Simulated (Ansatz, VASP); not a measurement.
One calculation of TiAl, two programs

```
Ti Al
1.0
     2.86726    0.00000    0.00000
    -1.43363    2.48312    0.00000
     0.00000    0.00000    4.67808
Ti Al
1 1
Direct
  0.00000 0.00000 0.00000
  0.33333 0.66667 0.50000
```

The cell comes from a database or a generator and needn't be the stable form of this composition.

Alike in both runs: task relaxation of cell and atoms; functional PBEsol; k mesh 11 × 11 × 6; occupations fermi-dirac, width 0.05 eV; no spin polarisation.

|  | VASP | Ansatz |
| --- | --- | --- |
| version | VASP 6.6.1 | Ansatz 0.2.0 |
| potentials or method | VASP PAW PBE potentials, release 64 (Ti_sv, Al) | Ansatz PAW |
| plane-wave cutoff (eV) | 600 | 420 |
| valence electrons in the cell | 15 | 15 |

|  | VASP | Ansatz | Ansatz less VASP |
| --- | --- | --- | --- |
| gap on the k mesh at the Fermi level, each at its own relaxed structure (eV) | none | none | - |
| relaxed volume (Å³/atom) | 16.23 | 16.23 | +0.006 |
| relaxed cell length with the largest relative difference (Å) | 4.615 | 4.613 | -0.0022 |
| energy change over the relaxation (meV/atom) | -4 | -4 | 0.0 |

A gap of «none» marks a metal or a gap that the smearing closes.

Caveats: the PAW data sets were made with another functional, which shifts forces and pressure a little (VASP); the plane-wave basis is chosen anew once the cell has moved, so the energies of steps on either side of that aren't comparable (Ansatz); the PAW data sets come from PBE, with cores solved anew for the run's functional, which leaves a small shift of forces and pressure (Ansatz).
